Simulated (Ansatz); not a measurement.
**ZrS (Fm-3m): cell relaxations under several functionals in Python**

A script is to give cell relaxations under several functionals; the system is ZrS (Fm-3m).

The COD entry's cell or inner coordinates are ideal or old and differ from later refinements, so a difference from it is no clean test against experiment.

Computed with the Python package of Ansatz 0.2.0. The levels of theory stand in the script.

### Step 1. The system

Symmetry: Fm-3m, No. 225, cubic system. The conventional cell has a = 5.250 Å, b = 5.250 Å, c = 5.250 Å, α = 90.00°, β = 90.00°, γ = 90.00°. Zr (site symmetry m-3m) has 6 S at 2.62 Å as nearest neighbours. S (site symmetry m-3m) has 6 Zr at 2.62 Å as nearest neighbours.

No structure file is read: the coordinates are typed or built in the script.

### Step 2. Script

zrs.py

```python
"""Relaxed cell of ZrS under several functionals."""

import ansatz as az
from ase import Atoms
import numpy as np

FILLING = "Fermi-Dirac"
SMEARING_WIDTH = 0.1
FMAX = 0.005

def edges_and_angles(cell):
    cell = np.asarray(cell)
    a, b, c = np.linalg.norm(cell, axis=1)
    cosines = cell[1] @ cell[2] / (b * c), cell[0] @ cell[2] / (a * c), cell[0] @ cell[1] / (a * b)
    return (a, b, c, *np.degrees(np.arccos(cosines)))


def main() -> None:
    atoms = Atoms(
        ["Zr", "S"],
        scaled_positions=[
            (0.0, 0.0, 0.0),
            (0.5, 0.5, 0.5),
        ],
        cell=[
            (0.0, 2.625, 2.625),
            (2.625, 0.0, 2.625),
            (2.625, 2.625, 0.0),
        ],
        pbc=True,
    )
    xtal = az.Crystal.from_ase(atoms)

    base = (
        xtal.calculation()
        .kpoints(13)
        .occupations(FILLING, width=SMEARING_WIDTH)
        .relax(cell=True, force_tolerance=FMAX)
    )

    levels = [("lda", "none"), ("pbesol", "none"), ("blyp", "d3bj")]
    print("level            a       b       c    alpha   beta  gamma  V/atom  steps")
    for name, dispersion in levels:
        seen = []
        run = base.functional(name, dispersion=dispersion).session().plan()
        res = run.execute(on_event=lambda e: seen.append(e) if e["event"] == "relax_step" else None)
        cell = res.lattice.cell_ang
        label = name if dispersion == "none" else f"{name}+{dispersion}"
        print("{:13s} {:7.4f} {:7.4f} {:7.4f} {:6.2f} {:6.2f} {:6.2f}".format(label, *edges_and_angles(cell)), f"{abs(np.linalg.det(cell)) / len(res.lattice.sites):7.3f} {len(seen):5d}")


if __name__ == "__main__":
    main()
```

### Step 3. The calls as engine input

The package turns the script's settings into the engine's input (first run):

```yaml
crystal:
  lattice:
    - [0.0, 2.625, 2.625]
    - [2.625, 0.0, 2.625]
    - [2.625, 2.625, 0.0]
  atoms:
    - { symbol: Zr, position: [0.0, 0.0, 0.0] }
    - { symbol: S, position: [0.5, 0.5, 0.5] }
kpoints:
  mp_grid:
    grid: [13, 13, 13]
hamiltonian:
  xc: lda
  dispersion: none
scf:
  occupations:
    method: fermi_dirac
    width: 0.1
relax:
  f_tol: 0.005
  cell: {}
```

### Step 4. Launch

On the command line:

```
$ python zrs.py
```

Log:

```text
level            a       b       c    alpha   beta  gamma  V/atom  steps
DeckWarning: basis.ecutwfc = 420 eV, auto-derived from the records' recommended cutoffs: set by Zr (normal level)
lda            3.6305  3.6305  3.6305  60.00  60.00  60.00  16.918     6
pbesol         3.6535  3.6535  3.6535  60.00  60.00  60.00  17.242     5
blyp+d3bj      3.6636  3.6636  3.6636  60.00  60.00  60.00  17.385     5
```

(Warnings from the package without file and line.)

Run time: 54 s. Hardware: 1 thread of AMD EPYC 7R43 (Zen 3), shared host; peak memory 0.47 GiB.

### Step 5. Inputs of later runs

The engine's inputs for the other runs:

Run 2, against run 1:

```diff
@@ -13 +13 @@
-  xc: lda
+  xc: pbesol
```

Run 3, against run 1:

```diff
@@ -13,2 +13,2 @@
-  xc: lda
-  dispersion: none
+  xc: blyp
+  dispersion: d3bj
```

### Step 6. Run by run

From the records of these 3 runs:

```
run  functional  dispersion  energy (eV/atom)  final volume (Å³/atom)  pressure (GPa)  SCF cycles in all  CPU time (s)
  1         lda        none        -2475.1071                   16.92           -0.01                 28            19
  2      pbesol        none        -2508.3143                   17.24           -0.01                 22            16
  3        blyp        d3bj        -2554.0401                   17.39           -0.01                 23            17
```

Energies are free energies F = E - TS of the smeared occupations. Totals hang on method, basis and potentials, so only like runs compare.

### Step 7. Path of the relaxation of run 1

The steps of the relaxation:

```
step  E - E(step 1) (eV/cell)  largest force component (eV/Å)  pressure (GPa)  volume (Å³)
   1                   0.0000                          0.0000           -8.99        36.18
   2                  -0.0358                          0.0000            7.76        32.35
   3                  -0.0697                          0.0000           -0.81        34.01
   4                  -0.0702                          0.0000           -0.06        33.85
   5                  -0.0702                          0.0000            0.00        33.84
   6                  -0.0699                          0.0000           -0.01        33.84
```

Step 1 is the start. Step 6 repeats the geometry before it on a plane-wave basis chosen anew for that cell, so its energy need not be comparable with the rows above.

Lengths and angles in the start's conventional setting:

|  | before | after | change |
| --- | --- | --- | --- |
| a (Å) | 5.250 | 5.134 | -2.2 % |
| b (Å) | 5.250 | 5.134 | -2.2 % |
| c (Å) | 5.250 | 5.134 | -2.2 % |
| volume (Å³/atom) | 18.09 | 16.92 | -6.5 % |
| shortest distance (Å) | 2.625 | 2.567 | -2.2 % |
| space group (0.01 Å) | Fm-3m | Fm-3m | same |

The run keeps the 48 symmetry operations of the start, so it could not have lowered the symmetry.

### Step 8. The relaxation of run 3, step by step

The steps of the relaxation:

| step | E - E(step 1) (eV/cell) | largest force component (eV/Å) | pressure (GPa) | volume (Å³) |
| --- | --- | --- | --- | --- |
| 1 | 0.0000 | 0.0000 | -5.08 | 36.18 |
| 2 | -0.0153 | 0.0000 | 3.41 | 33.98 |
| 3 | -0.0233 | 0.0000 | -0.23 | 34.83 |
| 4 | -0.0234 | 0.0000 | 0.00 | 34.77 |
| 5 | -0.0231 | 0.0000 | -0.01 | 34.77 |

Step 1 is the start. Step 5 repeats the geometry before it on a plane-wave basis chosen anew for that cell, so its energy need not be comparable with the rows above.

Lengths and angles in the start's conventional setting:

|  | before | after | change |
| --- | --- | --- | --- |
| a (Å) | 5.250 | 5.181 | -1.3 % |
| b (Å) | 5.250 | 5.181 | -1.3 % |
| c (Å) | 5.250 | 5.181 | -1.3 % |
| volume (Å³/atom) | 18.09 | 17.39 | -3.9 % |
| shortest distance (Å) | 2.625 | 2.591 | -1.3 % |
| space group (0.01 Å) | Fm-3m | Fm-3m | same |

The run keeps the 48 symmetry operations of the start, so it could not have lowered the symmetry.

### Step 9. What came out

| quantity | value |
| --- | --- |
| runs compared | 3 |
| relaxed volume | 16.92 (lda) to 17.39 Å³/atom (blyp d3bj) |

What this shows: From smallest to largest: LDA (16.92 Å³ an atom, -6.5 % against the start), PBEsol (17.24 Å³ an atom, -4.7 % against the start) and BLYP+D3BJ (17.39 Å³ an atom, -3.9 % against the start). The spread is 2.8 % in volume. In run 1, over 4 moves the cell shrank by 6.5 % in volume, and the space group stayed Fm-3m. In run 3, the volume shrank by 3.9 % over 3 moves, and the space group stayed Fm-3m. Notes:
- Spin is left out of this run.
- Forces vanish by symmetry, so the ions can't move, and the end may be a saddle.
- BLYP and dispersion corrections can be off by several per cent in the lattices of metals, and by several GPa in the pressure at a fixed cell.
- Edges and angles that the script prints are those of the cell as typed, here a primitive one.
- Of the deposited cell: the entry's cell lengths or inner coordinates differ somewhat from later room-temperature determinations.
